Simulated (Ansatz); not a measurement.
# Mo: the cost of one run

Method: DFT PBE, scalar-relativistic, plane waves, PAW, in Ansatz 0.2.0.

2 further runs of the same task are left out: 2 set aside as unsound or not needed.

## Step 1: The starting structure

It takes space group Im-3m (No. 229, cubic). The conventional cell has a = 3.161 Å, b = 3.161 Å, c = 3.161 Å, α = 90.00°, β = 90.00°, γ = 90.00°. Around Mo (site symmetry m-3m) lie 8 Mo at 2.74 Å.

As a file:

```cif
data_structure
_symmetry_space_group_name_H-M 'Im-3m'
_symmetry_Int_Tables_number 229
_cell_length_a 3.1606
_cell_length_b 3.1606
_cell_length_c 3.1606
_cell_angle_alpha 90.000
_cell_angle_beta 90.000
_cell_angle_gamma 90.000
_cell_volume 31.57
loop_
_atom_site_label
_atom_site_type_symbol
_atom_site_symmetry_multiplicity
_atom_site_Wyckoff_symbol
_atom_site_fract_x
_atom_site_fract_y
_atom_site_fract_z
_atom_site_occupancy
Mo1 Mo 2 a 0.00000 0.00000 0.00000 1
```

It goes back to an entry of the Materials Project.

The unstrained cell was computed beforehand with the same settings: E(σ→0) = -9912.0423 eV for 2 atoms, gap none (metal).

## Step 2: At -2.0 %

Contents of input.yaml:

```yaml
crystal:
  lattice:
    - [3.0973901725, 0.0, 0.0]
    - [0.0, 3.0973901725, 0.0]
    - [0.0, 0.0, 3.1985294434]
  atoms:
    - { symbol: Mo, position: [0.0, 0.0, 0.0] }
    - { symbol: Mo, position: [0.5, 0.5, 0.5] }
basis:
  ecutwfc: 420
kpoints:
  mp_grid: { grid: [16, 16, 16] }
hamiltonian:
  xc: pbe
scf:
  occupations: { method: gaussian, width: 0.1 }
output:
  forces: true
  stress: true
  eigenvalues: true
relax:
  adjacent_minimum: "off"
  f_tol: 0.008
  max_steps: 40
  cell: { stress_tol: 0.015, fix: [a, b, gamma] }
```

Started as:

```sh
$ ansatz run input.yaml --threads 1 --pin off --max-ram 2560MiB --backend cpu --events-out ev --progress --plain --runs-dir out
```

**Question.** How long does this run take on 1 thread of Intel Xeon Platinum 8259CL at 2.50GHz (Skylake/Cascade Lake), shared host, and how much memory does it need?

About 54 s, with a peak of 0.54 GiB.
